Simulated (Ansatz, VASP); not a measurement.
Two plane-wave programs on Mg

The input INCAR:

```
SYSTEM = Mg
PREC = Accurate ; ENCUT = 520
EDIFF = 1E-6 ; ISMEAR = 0
SIGMA = 0.15 ; LREAL = .False.
LASPH = .True. ; NELM = 100
ALGO = Fast ; ISIF = 2
LWAVE = .False. ; LCHARG = .False.
NBANDS = 9
```

KPOINTS

```
Automatic mesh
0
Gamma
  18 18 10
  0 0 0
```

POSCAR

```
Mg
1.0
    2.9525298099      0.0000000000      0.0000000000
   -1.4762649049      2.5569658208      0.0000000000
    0.0000000000      0.0000000000      4.7935036000
Mg
2
Direct
    0.3333333333      0.6666666667      0.2500000000
    0.6666666667      0.3333333333      0.7500000000
```

Input for Ansatz:

```yaml
crystal:
  lattice:
    - [2.9525298099, 0.0, 0.0]
    - [-1.4762649049, 2.5569658208, 0.0]
    - [0.0, 0.0, 4.7935036]
  atoms:
    - { symbol: Mg, position: [0.3333333333, 0.6666666667, 0.25] }
    - { symbol: Mg, position: [0.6666666667, 0.3333333333, 0.75] }
basis:
  ecutwfc: 420
kpoints:
  mp_grid: { grid: [18, 18, 10] }
hamiltonian:
  xc: lda
scf:
  occupations: { method: gaussian, width: 0.15 }
output:
  forces: true
  stress: true
  eigenvalues: true
```

Change from the starting cell: strain -0.080 along x and y, -0.080 along z, atoms carried along.

Alike in both runs: task single point; functional LDA; k mesh 18 × 18 × 10; occupations gaussian, width 0.15 eV; no spin polarisation.

|  | VASP | Ansatz |
| --- | --- | --- |
| version | VASP 6.6.1 | Ansatz 0.2.0 |
| potentials or method | VASP PAW LDA potentials, release 64 (Mg) | scalar-relativistic, plane waves, PAW |
| plane-wave cutoff (eV) | 520 | 420 |
| valence electrons in the cell | 4 | 20 |

|  | VASP | Ansatz | Ansatz less VASP |
| --- | --- | --- | --- |
| gap on the k mesh at the Fermi level (eV) | none | none | - |
| pressure (GPa) | 9.8 | 10.1 | +0.31 |
| largest component of the traceless stress (GPa) | 0.30 | 0.30 | -0.006 |

A gap of «none» marks a metal or a gap that the smearing closes. The two sets of potentials don't hold the same shells in valence.
